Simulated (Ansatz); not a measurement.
## PbSe (P6_3/mmc) at 2 levels of theory

One geometry, relaxed with PBE; plane waves with PAW potentials in Ansatz, scalar-relativistic. No spin polarisation. Gaps are the least over mesh and band path; pressure is positive in compression.

```cif
data_structure
_symmetry_space_group_name_H-M 'P6_3/mmc'
_symmetry_Int_Tables_number 194
_cell_length_a 4.2700
_cell_length_b 4.2700
_cell_length_c 7.6463
_cell_angle_alpha 90.000
_cell_angle_beta 90.000
_cell_angle_gamma 120.000
_cell_volume 120.73
loop_
_atom_site_label
_atom_site_type_symbol
_atom_site_symmetry_multiplicity
_atom_site_Wyckoff_symbol
_atom_site_fract_x
_atom_site_fract_y
_atom_site_fract_z
_atom_site_occupancy
Pb1 Pb 2 c 0.66667 0.33333 0.75000 1
Se1 Se 2 a 0.00000 0.00000 0.00000 1
```

```csv
level,cutoff (eV),k mesh,gap (eV),pressure (GPa)
PBE,420,12×12×6,0.20,0.0
```

**Question.** What comes out on the same cell with r2SCAN?

**Answer.**
```csv
level,cutoff (eV),k mesh,gap (eV),pressure (GPa)
r2SCAN,500,12×12×6,0.42,-0.9
```

Spin-orbit coupling matters for the bands of heavy elements and is left out.

It was reached by relaxing an invented guess, and it needn't be the stable form of this composition.
